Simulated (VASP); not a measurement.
Sn2Ge, 3 atoms in the cell. The structure is cubic, space group Fm-3m (No. 225). The conventional cell has a = 6.799 Å, b = 6.799 Å, c = 6.799 Å, α = 90.00°, β = 90.00°, γ = 90.00°. Around Sn (site symmetry -43m) lie 4 Ge at 2.94 Å. Around Ge (site symmetry m-3m) lie 8 Sn at 2.94 Å. The cell comes from a database or a generator and needn't be the stable form of this composition. The cell isn't the ideal one: cell and atoms relaxed tightly for response.

* Program: VASP 6.6.1
* Task: single point
* Functional: LDA
* Potentials or basis: VASP PAW LDA potentials, release 64 (Sn_d, Ge_d)
* Cutoff: 520 eV
* k mesh: 12 × 12 × 12
* Occupations: fermi-dirac, width 0.15 eV
* Spin: no spin polarisation
* Dipole correction: no
* Further INCAR settings: ALGO = Fast; EDIFF = 1e-07; NBANDS = 28

Potentials or basis: VASP PAW LDA potentials, release 64 (Sn_d, Ge_d).

Command:

```console
$ cat potpaw_LDA.64/Sn_d/POTCAR potpaw_LDA.64/Ge_d/POTCAR > POTCAR
$ mpirun -np 1 vasp_std > vasp.out
```

Hardware: 1 thread of Intel(R) Xeon(R) 6975P-C (Granite Rapids) (shared host).

Task: Estimate the wall time of this run.

Result: It took 92 s on 1 thread of Intel(R) Xeon(R) 6975P-C (Granite Rapids), with other jobs on the host, peak memory 0.27 GiB. Counts: scf iterations 21, k points 72.
